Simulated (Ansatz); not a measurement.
Something may be wrong with this Ansatz 0.2.0 calculation of MoS2.

input.yaml

```yaml
crystal:
  lattice:
    - [0.83609966, 0.48272236, 3.25443855]
    - [-0.83609966, 0.48272236, 3.25443855]
    - [0.0, -0.96544473, 3.25443855]
  atoms:
    - { symbol: Mo, position: [0.0, 0.0, 0.0] }
    - { symbol: S, position: [0.417, 0.417, 0.417] }
    - { symbol: S, position: [0.25, 0.25, 0.25] }
hamiltonian:
  xc: pbesol
  pseudopotentials: { kind: paw_fr }
  dispersion: d3bj
  hubbard:
    sites: [{ species: Mo, l: d, u_eff: 7.0 }]
    projectors: all-electron-ortho-atomic
    double_counting: amf
magnetization:
  noncollinear: true
  spin_orbit: true
kpoints:
  mp_grid: { grid: [10, 10, 10] }
scf:
  occupations: { method: gaussian, width: 0.15 }
  max_iter: 50
output:
  forces: true
  stress: true
  eigenvalues: true
  bader: true
  populations: intrinsic
```

Potentials or basis: Ansatz PAW.

Launch:

```bash
$ ansatz run input.yaml --threads 2 --pin off --max-ram 5120MiB --backend cpu --events-out ev --progress --plain --runs-dir out
```

Output:

```text
Warning: RAYON_NUM_THREADS=2 ignored (pool sized by the plan → 2); use --threads N
basis.fft_grid_basis auto: the FFT boxes are laid along the combinations [[1, 0, -1], [0, 1, -1], [0, 0, 1]] of the cell's own vectors, 1.672, 1.672 and 3.395 Å long. The dense box has 15×15×24 points. Along the cell's own vectors, as sized, it would have 24×24×24, 2.56 times as many. Of the 6 symmetry operations that the crystal satisfies within crystal.symmetry.tolerance (time reversal apart; of a slab, those that keep its plane) the dense box along the cell's own vectors carries 6, and the one as laid loses 4 of those. basis.fft_grid_basis: typed keeps the cell's own vectors: state it where this run's energies or levels are differenced outside the engine with another run's, or held beside a run that keeps those vectors.
Mo: projections on atomic orbitals take those of the free atom [Ar 3d10] 4s2 4p6 4d5 5s1, of charge +0.00 (hamiltonian.pseudopotentials.projection_atoms); the dataset's partial waves leave at most 3.4e-8 of an orbital's norm unspanned inside its sphere
S: projections on atomic orbitals take those of the free atom [Ne] 3s2 3p4, of charge +0.00 (hamiltonian.pseudopotentials.projection_atoms); the dataset's partial waves leave at most 1.5e-11 of an orbital's norm unspanned inside its sphere
Engine: ansatz 0.2.0, aarch64-unknown-linux-gnu
Pseudopotentials: kind: paw_fr
Pseudopotential: Mo, paw_fr, valence charge 14, recommended cutoff 420 eV (normal), Mo.paw.azcp#standard-fr
Pseudopotential: S, paw_fr, valence charge 6, recommended cutoff 420 eV (normal), S.paw.azcp#standard-fr
Functional definition: PBEsol
  exchange = pbesol_x
  correlation = pbesol_c
[... 68 lines left out ...]
  max |Σ_I F_I| component: 1.76e-4 eV/Å
--- Stress (GPa, compression-positive) ---
    10444.077889       0.000000       0.000000
        0.000000   10444.077889      -0.000000
       -0.000000      -0.000000   10732.404660
  P = ⅓ Tr σ = 10540.1868 GPa (105401.868 kbar)
[... 5 lines left out ...]
Occupation matrices written to <dir>
--- intrinsic populations: 3 sites ---
  site symbol       q [e]
     0     Mo     16.4461
     1      S      4.7966
     2      S      4.7573
  spilling = 0.000000 (of n_electrons = 26.000000)
--- Bader charges: 3 sites ---
  site symbol  charge [e]  shift [e]  m_x [muB]  m_y [muB]  m_z [muB]
     0     Mo     -6.7146     0.1045     0.0000     0.0000     0.0000
     1      S      3.3422     0.0510     0.0000     0.0000     0.0000
     2      S      3.3724     0.0536     0.0000     0.0000     0.0000
  estimated error of the sums over rays = 9.9e-4 e
```

Question: Diagnose the run.

Answer: The calculation finished and met its thresholds. The input holds a flaw that was put in on purpose: a lattice far too small. The program doesn't stop on it, so the numbers can't be trusted though the run ends normally.
